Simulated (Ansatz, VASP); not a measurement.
## Mg in VASP and in Ansatz

```
CELL_PARAMETERS angstrom
3.20930 0.00000 0.00000
-1.60465 2.77934 0.00000
0.00000 0.00000 5.21030
ATOMIC_POSITIONS crystal
Mg 0.66667 0.33333 0.75000
Mg 0.33333 0.66667 0.25000
```

Alike in both runs: task single point; functional PBE; k mesh 10 × 10 × 5; occupations gaussian, width 0.013 eV; no spin polarisation.

|  | VASP | Ansatz |
| --- | --- | --- |
| version | VASP 6.6.1 | Ansatz 0.2.0 |
| potentials or method | VASP PAW PBE potentials, release 64 (Mg) | Ansatz PAW |
| plane-wave cutoff (eV) | 520 | 420 |
| valence electrons in the cell | 4 | 20 |

Ansatz gave:

* gap on the k mesh at the Fermi level (eV): none
* pressure (GPa): -0.5
* largest component of the traceless stress (GPa): 0.50

Task: What did VASP give for the same quantities?

Result: gap on the k mesh at the Fermi level (eV): none; pressure (GPa): -0.6; largest component of the traceless stress (GPa): 0.51.

A gap of «none» marks a metal or a gap that the smearing closes. The functional is the same, so the differences come from potentials, cutoffs and numerics. The two sets of potentials don't hold the same shells in valence.
